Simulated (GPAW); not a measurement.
# Sn (Fd-3m) in GPAW: single point with PBE

Aim: the single point of Sn with PBE.

Everything below comes from runs of GPAW 26.7.0. Logs are shortened: lines on timing, memory, paths and dates and some standing lists are left out, and cuts for length are marked. The log counts tension as positive stress, the text compression.

## Step 1: Starting point

Symmetry: Fd-3m, No. 227, cubic system. Conventional cell: a = 6.467 Å, b = 6.467 Å, c = 6.467 Å, α = 90.00°, β = 90.00°, γ = 90.00°. Sn (site symmetry -43m) is surrounded by 4 Sn at 2.80 Å.

This isn't the form of Sn at room conditions, which is tetragonal (white tin).

## Step 2: Single point, PBE

File run.py:

```python
from ase import Atoms
from ase.dft.bandgap import bandgap
from ase.io import write
from ase.units import GPa
from gpaw import GPAW, PW

atoms = Atoms(['Sn', 'Sn'],
              cell=[[0.0, 3.2333428, 3.2333428],
                    [3.2333428, 0.0, 3.2333428],
                    [3.2333428, 3.2333428, 0.0]],
              scaled_positions=[[0.75, 0.75, 0.75],
                                [0.5, 0.5, 0.5]],
              pbc=True)

calc = GPAW(mode=PW(600),
            xc='PBE',
            kpts={'size': (11, 11, 11), 'gamma': True},
            occupations={'name': 'fermi-dirac', 'width': 0.05},
            nbands=24,
            convergence={'density': 1e-05, 'energy': 1e-05},
            maxiter=50,
            txt='gpaw.txt')
atoms.calc = calc
energy = atoms.get_potential_energy()
forces = atoms.get_forces()
stress = atoms.get_stress()
calc.write('gs.gpw')
write('result.traj', atoms)
print(f'Energy: {energy:.6f} eV')
print('Forces (eV/A):')
print(forces.round(4))
print('Stress (GPa):', (stress / GPa).round(3))
print('Fermi level:', round(calc.get_fermi_level(), 4), 'eV')
print(f'Gap: {bandgap(calc)[0]:.4f} eV, direct: {bandgap(calc, direct=True)[0]:.4f} eV')
```

Potentials or basis: GPAW PAW data sets (gpaw-data 1.2.1), pw.

The run is started by

```console
OMP_NUM_THREADS=1 python run.py
```

gpaw.txt:

```text
__  _  _
 | _ |_)|_||  |
 |__||  | ||/\| - 26.7.0

Input parameters:
  mode=PW(ecut=600.0),
  convergence={'density': 1e-05, 'energy': 1e-05},
  kpts=MonkhorstPack(size=(11, 11, 11), gamma=True),
  maxiter=50,
  nbands=24,
  occupations=Occupations(name='fermi-dirac', width=0.05),
  xc=XC(name='PBE')

Diagonalizing LCAO Hamiltonian
Converting LCAO to pw mode

            Sn

       Sn

Atoms  # Å, Bohr magnetons
|   | symbol |        x |        y |        z |    initial magnetic moments |
|---|--------|----------|----------|----------|-----------------------------|
| 0 |     Sn | 4.850014 | 4.850014 | 4.850014 | ( 0.0000,  0.0000,  0.0000) |
| 1 |     Sn | 3.233343 | 3.233343 | 3.233343 | ( 0.0000,  0.0000,  0.0000) |

Unit cell  # Å
| periodic |        x |        y |        z |  lengths |    angles |
|----------|----------|----------|----------|----------|-----------|
|      yes | 0.000000 | 3.233343 | 3.233343 | 4.572637 | 60.000000 |
|      yes | 3.233343 | 0.000000 | 3.233343 | 4.572637 | 60.000000 |
|      yes | 3.233343 | 3.233343 | 0.000000 | 4.572637 | 60.000000 |

Number of symmetries: 24
Symmetry operations  # r_c * U_cc + t_c -> r_c
|    | kind |            matrix            |
|----|------|------------------------------|
|  0 |  E   |  1, 0, 0,  0, 1, 0,  0, 0, 1 |
|  1 |  σ   |  1, 0, 0,  0, 0, 1,  0, 1, 0 |
|  2 |  σ   |  1, 0,-1,  0, 1,-1,  0, 0,-1 |
|  3 |  C3  |  1, 0,-1,  0, 0,-1,  0, 1,-1 |
|  4 |  C3  |  1,-1, 0,  0,-1, 1,  0,-1, 0 |
|  5 |  σ   |  1,-1, 0,  0,-1, 0,  0,-1, 1 |
|  6 |  σ   |  0, 1, 0,  1, 0, 0,  0, 0, 1 |
|  7 |  C3  |  0, 1, 0,  0, 0, 1,  1, 0, 0 |
|  8 |  C2  |  0, 1,-1,  1, 0,-1,  0, 0,-1 |
|  9 |  S4  |  0, 1,-1,  0, 0,-1,  1, 0,-1 |
| 10 |  C3  |  0, 0, 1,  1, 0, 0,  0, 1, 0 |
| 11 |  σ   |  0, 0, 1,  0, 1, 0,  1, 0, 0 |
| 12 |  S4  |  0, 0,-1,  1, 0,-1,  0, 1,-1 |
| 13 |  C3  |  0, 0,-1,  0, 1,-1,  1, 0,-1 |
| 14 |  S4  |  0,-1, 1,  1,-1, 0,  0,-1, 0 |
| 15 |  C2  |  0,-1, 1,  0,-1, 0,  1,-1, 0 |
| 16 |  C3  |  0,-1, 0,  1,-1, 0,  0,-1, 1 |
| 17 |  S4  |  0,-1, 0,  0,-1, 1,  1,-1, 0 |
| 18 |  S4  | -1, 1, 0, -1, 0, 1, -1, 0, 0 |
| 19 |  C3  | -1, 1, 0, -1, 0, 0, -1, 0, 1 |
| 20 |  C3  | -1, 0, 1, -1, 1, 0, -1, 0, 0 |
| 21 |  S4  | -1, 0, 1, -1, 0, 0, -1, 1, 0 |
| 22 |  σ   | -1, 0, 0, -1, 1, 0, -1, 0, 1 |
| 23 |  C2  | -1, 0, 0, -1, 0, 1, -1, 1, 0 |

BZ-sampling:
  Number of BZ points: 1331
  Number of IBZ points: 56

  Monkhorst-Pack size: [11, 11, 11]
  Monkhorst-Pack shift: [0, 0, 0]

K-points  # in reciprocal-cell coordinates
|     |                                coordinates |     weight |
|-----|--------------------------------------------|------------|
|   0 | (  0.00000000,   0.00000000,   0.00000000) | 0.00075131 |
|   1 | (  0.09090909,   0.09090909,   0.00000000) | 0.00450789 |
|   2 | (  0.09090909,   0.09090909,   0.09090909) | 0.00601052 |
|   3 | (  0.18181818,   0.09090909,   0.09090909) | 0.00901578 |
|   4 | (  0.18181818,   0.18181818,   0.00000000) | 0.00450789 |
|   5 | (  0.18181818,   0.18181818,   0.09090909) | 0.01803156 |
|   6 | (  0.18181818,   0.18181818,   0.18181818) | 0.00601052 |
|   7 | (  0.27272727,   0.18181818,   0.09090909) | 0.01803156 |
|   8 | (  0.27272727,   0.18181818,   0.18181818) | 0.01803156 |
|   9 | (  0.27272727,   0.27272727,   0.00000000) | 0.00450789 |
| ... |                                            |            |
|  55 | (  0.45454545,   0.45454545,   0.45454545) | 0.00601052 |

Plane wave coefficients: 2271
Cutoff: 600.0 eV

Spin-components: 1 (collinear spins)
Bands:           24
Projectors:      12
Spin-degeneracy: 2
Datatype:        complex128

Parallelization:
  kpt:    1
  domain: 1
  band:   1

Density:
  Valence electrons: 28.0
  Components: 1
  Grid points: [27 27 27]
  Charge: 0.0  # |e|

Potential:
  Grid points: [27 27 27]

species:
  Sn:
    name:    Tin
    Z:       50.0
    valence: 14
    core:    36
    charge:  0.0  # [|e|]
    compensation charges:
      type: gauss
      rc: 0.38  # [Å]
      lmax: 2
    cutoffs:
      filter: 2.23  # [Å]
      core: 2.35  # [Å]
    projectors
    | kind |    occ | energy [eV] | rcut [Å] |
    |------|--------|-------------|----------|
    |   5s |  2.000 |     -10.538 |    1.201 |
    |   5p |  2.000 |      -3.696 |    1.270 |
    |   4d | 10.000 |     -25.845 |    1.185 |
    |    s |        |      16.674 |    1.201 |
    |    p |        |      23.515 |    1.270 |
    |    d |        |       1.367 |    1.185 |

    Using partial waves for Sn as LCAO basis

Reference energy: -336021.386614  # eV

eigensolver:
  PPCG
  Converge bands: occupied
  niter=2

density mixing:
  MSR1-Mixer
  Pratt-step length: 0.05
  Maximum mixing coefficient: 0.75
  Old densities: 10
  SVD Regularization: 0.005
  Good broyden scale: 1.0
  Trust region scale: 1.0
  Backstep threshold: 4.0
  History deletion threshold: 6.0
  Fourier metric: weight=20.0, sigma=0.015

occupation numbers:
  Fermi-Dirac:
    width: 0.0500  # eV

poisson solver:
  ecut: 4800.0  # eV

xc functional:
  name: PBE with 2 nearest neighbor stencil

convergence criteria:
- Maximum integral of absolute [dens]ity change: 1e-05 electrons / valence electron
- Maximum [total energy] change in last 3 cyles: 1e-05 eV / valence electron
- Maximum integral of absolute [eigenst]ate change: 4e-08 eV^2 / valence electron
maximum number of iterations: 50

SCF iterations
|iter     | |      energy | eigst |  dens |
|---------|-|-------------|-------|-------|
|iter:   1| |   -8.090793 | +0.01 |       |
|iter:   2| |   -8.093839 | -2.29 | -1.45 |
|iter:   3| |   -8.066941 | -2.51 | -1.47 |
|iter:   4| |   -8.071052 | -3.10 | -1.98 |
|iter:   5| |   -8.071975 | -4.09 | -2.64 |
|iter:   6| |   -8.071999 | -5.59 | -3.64 |
|iter:   7| |   -8.072000c| -6.64 | -4.37 |
|iter:   8| |   -8.072000c| -8.10c| -4.75 |
|iter:   9| |   -8.072000c| -8.26c| -5.28c|

Converged in 9 steps
Energy contributions relative to reference atoms: (reference = -336021.386614)

Energy contributions:
  Kinetic:          11.920903
  Coulomb:         -10.905935
  Zero:              0.034695
  External:          0.000000
  Xc:               -9.120985
  Entropy:          -0.001356
  Spinorbit:         0.000000
  ----------------------------
  Free energy:      -8.072679
  Extrapolated:     -8.072000

dipole moment: (4.492523, 4.492523, 4.492523)  # |e|*Ang

Fermi level: 5.078
Eigenvalues  # (at kpt = [0.000, 0.000, 0.000])
| band index |      eig [eV] | occ [0-2] |
|------------|---------------|-----------|
|          0 |       -16.637 |     2.000 |
|        ... |               |           |
|          4 |       -16.579 |     2.000 |
|          5 |       -16.259 |     2.000 |
|          6 |       -16.259 |     2.000 |
|          7 |       -16.259 |     2.000 |
|          8 |       -16.251 |     2.000 |
|          9 |       -16.251 |     2.000 |
|         10 |        -5.599 |     2.000 |
|         11 |         4.519 |     2.000 |
|         12 |         5.136 |     0.477 |
|         13 |         5.136 |     0.477 |
|         14 |         5.136 |     0.477 |
|         15 |         7.215 |     0.000 |
|         16 |         7.215 |     0.000 |
|         17 |         7.215 |     0.000 |
|         18 |        10.105 |     0.000 |
|         19 |        13.034 |     0.000 |
|        ... |               |           |
|         23 |        13.415 |     0.000 |

No gap
No difference between direct/indirect transitions

Forces  # eV/Ang
|        x |        y |        z |
|----------|----------|----------|
| -0.00000 | -0.00000 | -0.00000 |  # Sn   0
|  0.00000 |  0.00000 |  0.00000 |  # Sn   1

Stress tensor  # eV/Ang^3
|         x |         y |         z |
|-----------|-----------|-----------|
| -0.021854 |  0.000000 |  0.000000 |
|  0.000000 | -0.021854 |  0.000000 |
|  0.000000 |  0.000000 | -0.021854 |

# Writing to gs.gpw (mode='')
```

Run time: 42 s. Hardware: 1 thread of Intel Xeon Platinum 8488C (Sapphire Rapids), shared host; peak memory 0.22 GiB.

Results:

- Free energy: -8.0727 eV
- Pressure: 3.5 GPa
- Band gap on the k mesh: none (metal or under the smearing width)
